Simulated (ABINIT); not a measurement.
# Ga2O3 (C2/m) in ABINIT: a series of runs, part 2 of 2

ABINIT 10.8.3 (patched build). Earlier steps stand in the parts before.

## 5. Overview

| task | level | potentials or basis | k mesh | mesh quality | gap on the mesh (eV) | pressure (GPa) | largest force (eV/Å) |
| --- | --- | --- | --- | --- | --- | --- | --- |
| band structure | PBE | JTH PAW PBE v2.0 | 5 × 5 × 3 | coarse | 2.44 | 10.1 | 0.23 |
| band structure | LDA | JTH PAW LDA v2.0 | 5 × 5 × 3 | coarse | 2.34 | -3.9 | 0.09 |
| single point | PBE | JTH PAW PBE v2.0 | 9 × 9 × 5 | not flagged | 2.43 | 10.1 | 0.23 |

Alike in all rows: no spin polarisation; cell as given; cutoff (eV) 626; smearing fermi-dirac 0.05 eV.

Caveats: some runs use coarse meshes; the atomic spheres overlap; an odd mesh through Γ misses points on the zone boundary, where band edges often lie (some runs).

Total energies depend on the potentials used, so only differences within one code and one set of settings carry meaning.
